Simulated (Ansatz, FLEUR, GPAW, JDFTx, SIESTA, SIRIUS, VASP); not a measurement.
# BP: 8 runs at one level of theory

```
CELL_PARAMETERS angstrom
0.00000 2.26900 2.26900
2.26900 0.00000 2.26900
2.26900 2.26900 0.00000
ATOMIC_POSITIONS crystal
P 0.75000 0.75000 0.75000
B 0.00000 0.00000 0.00000
```

Alike in all runs: task equation of state; functional PBEsol; k mesh 10 × 10 × 10; occupations fermi-dirac, width 0.05 eV; no spin polarisation; no spin-orbit coupling.

```csv
program and potentials,plane-wave cutoff (eV),notes,equilibrium volume (Å³/atom),bulk modulus (GPa)
"Ansatz, Ansatz PAW",420,"potentials made for PBE, which Ansatz adapts in part",11.54,169.4
"Ansatz, all-electron LAPW, scalar-relativistic",-,-,11.54,169.4
"VASP, PBE PAW files B, P, 520 eV",520,potentials made for PBE,11.56,168.9
"SIRIUS, PseudoDojo 0.4.1 PBEsol standard (scalar relativistic)",1054,-,11.55,168.8
"SIESTA, files PseudoDojo sr-pbesol-0.4.1-standard, DZP (energy shift 0.003 Ry)",-,atomic basis,11.79,164.2
"JDFTx, PseudoDojo-SR-PBEsol-0.4.1-standard with smoothed tails",1034,-,11.55,168.8
"FLEUR, all-electron, FLAPW",-,-,11.54,169.4
"GPAW, PAW data sets generated for this functional",800,-,?,?
```

Task: Estimate from the other rows what the run with GPAW, PAW data sets generated for this functional gave.

Result: Equilibrium volume 11.57 Å³/atom; bulk modulus 169.7 GPa. The other rows, which needn't bracket it: equilibrium volume 11.54 to 11.79; bulk modulus 164.2 to 169.4.
